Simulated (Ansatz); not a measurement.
Molecular dynamics on a 2×2×2 supercell (24 atoms) of Li2S (antifluorite), relaxed with r2SCAN. Forces come from PBEsol in Ansatz 0.2.0: a Langevin thermostat at fixed volume, 800 K, steps of 1 fs. Classical nuclei, no spin polarisation; a few dozen steps show the first response, not equilibrium.

```yaml
crystal:
  lattice:
    - [0.0, 5.690588433, 5.690588433]
    - [5.690588433, 0.0, 5.690588433]
    - [5.690588433, 5.690588433, 0.0]
  atoms:
    - { symbol: S, position: [0.0, 0.0, 0.0] }
    - { symbol: Li, position: [0.125, 0.125, 0.125] }
    - { symbol: Li, position: [0.375, 0.375, 0.375] }
    - { symbol: S, position: [0.0, 0.0, 0.5] }
    - { symbol: Li, position: [0.125, 0.125, 0.625] }
    - { symbol: Li, position: [0.375, 0.375, 0.875] }
    - { symbol: S, position: [0.0, 0.5, 0.0] }
    - { symbol: Li, position: [0.125, 0.625, 0.125] }
    - { symbol: Li, position: [0.375, 0.875, 0.375] }
    - { symbol: S, position: [0.0, 0.5, 0.5] }
    - { symbol: Li, position: [0.125, 0.625, 0.625] }
    - { symbol: Li, position: [0.375, 0.875, 0.875] }
    - { symbol: S, position: [0.5, 0.0, 0.0] }
    - { symbol: Li, position: [0.625, 0.125, 0.125] }
    - { symbol: Li, position: [0.875, 0.375, 0.375] }
    - { symbol: S, position: [0.5, 0.0, 0.5] }
    - { symbol: Li, position: [0.625, 0.125, 0.625] }
    - { symbol: Li, position: [0.875, 0.375, 0.875] }
    - { symbol: S, position: [0.5, 0.5, 0.0] }
    - { symbol: Li, position: [0.625, 0.625, 0.125] }
    - { symbol: Li, position: [0.875, 0.875, 0.375] }
    - { symbol: S, position: [0.5, 0.5, 0.5] }
    - { symbol: Li, position: [0.625, 0.625, 0.625] }
    - { symbol: Li, position: [0.875, 0.875, 0.875] }
kpoints:
  mp_grid: { grid: [2, 2, 2] }
hamiltonian:
  xc: pbesol
scf:
  occupations: { method: fermi_dirac, width: 0.069 }
md:
  ensemble: nvt_langevin
  temperature: 800
  timestep: 1.0
  n_steps: 20
  initial_velocities: maxwell_boltzmann
  seed: 4757
```

Run as `ansatz run input.yaml --threads 4 --pin off --max-ram 3686MiB --backend cpu --events-out ev --progress --plain --runs-dir out`.

Question: What wall time did it need on 4 threads of Arm Neoverse N1 (shared host), load about 0.9 per core, and what peak of host memory did it reach?

Answer: About 76 s, with a peak of 1.1 GiB.

| step | t (fs) | T (K) | free energy F from step 0 (meV/atom) | kinetic energy (meV/atom) | largest force (eV/Å) |
| --- | --- | --- | --- | --- | --- |
| 0 | 0 | 767 | 0.0 | 99.1 | 0.00 |
| 1 | 1 | 786 | 0.4 | 101.6 | 0.09 |
| 2 | 2 | 759 | 1.5 | 98.1 | 0.18 |
| 3 | 3 | 716 | 3.3 | 92.6 | 0.28 |
| 4 | 4 | 737 | 5.8 | 95.3 | 0.40 |
| 5 | 5 | 702 | 9.1 | 90.7 | 0.52 |
| 6 | 6 | 684 | 13.0 | 88.4 | 0.66 |
| 7 | 7 | 644 | 17.4 | 83.2 | 0.80 |
| 8 | 8 | 613 | 22.1 | 79.3 | 0.93 |
| 9 | 9 | 565 | 27.2 | 73.0 | 1.06 |
| 10 | 10 | 505 | 32.2 | 65.3 | 1.18 |
| 11 | 11 | 477 | 37.1 | 61.7 | 1.27 |
| 12 | 12 | 441 | 41.8 | 57.0 | 1.36 |
| 13 | 13 | 413 | 46.3 | 53.3 | 1.44 |
| 14 | 14 | 428 | 50.6 | 55.3 | 1.50 |
| 15 | 15 | 420 | 54.8 | 54.2 | 1.53 |
| 16 | 16 | 415 | 58.7 | 53.7 | 1.53 |
| 17 | 17 | 344 | 62.2 | 44.5 | 1.53 |
| 18 | 18 | 329 | 65.2 | 42.5 | 1.52 |
| 19 | 19 | 293 | 67.7 | 37.8 | 1.52 |
| 20 | 20 | 292 | 69.5 | 37.7 | 1.54 |

The temperature goes from 767 K to 292 K in 20 fs. The thermostat hasn't had time to restore it. The atoms start on their lattice sites with kinetic energy alone, so much of it first passes into potential energy. By the last step the atoms have moved 0.20 Å in the root mean square, the drift of the whole cell taken out, 0.40 Å at most.

Positions (Å) and forces (eV/Å) at step 20:
```
S   -0.040   0.042   0.028    -0.179  -0.544   0.157
Li   1.247   1.507   1.325     0.592  -0.003   0.262
Li   4.446   4.327   4.339    -0.455  -0.232  -0.343
S    2.873   2.843   0.029    -0.161  -0.342  -0.517
Li   3.914   4.315   1.346     1.172  -0.147  -0.013
Li   6.928   7.110   4.323     0.667   0.015  -0.482
S    2.812  -0.007   2.763     0.044   0.245   0.508
Li   4.351   1.522   4.414    -0.209  -0.367  -0.574
Li   7.185   4.298   7.076    -0.436  -0.198   0.103
S    5.724   2.891   3.043     0.129  -0.375  -0.781
Li   7.112   4.311   4.352     0.452  -0.144  -0.130
Li   9.914   7.150   7.157    -0.119  -0.339  -0.117
S   -0.076   3.008   2.775     0.761  -1.294  -0.187
Li   1.499   4.293   4.347    -0.083  -0.227   0.007
Li   4.297   7.128   7.146    -0.287   0.002   0.214
S    2.847   5.527   2.870    -0.029   1.000   0.135
Li   4.383   7.003   4.080    -0.480   0.215   0.450
Li   6.997  10.101   7.327    -0.111  -0.264  -0.262
S    2.897   2.818   5.581    -1.003  -0.394   0.158
Li   4.198   3.924   6.888     0.213   1.310   0.778
Li   7.033   6.854   9.937     0.305   0.743  -0.166
S    5.662   5.664   5.796     0.062   0.215  -0.449
Li   7.075   7.089   6.933     0.215   0.321   0.646
Li  10.161   9.845   9.859    -1.062   0.804   0.603
```
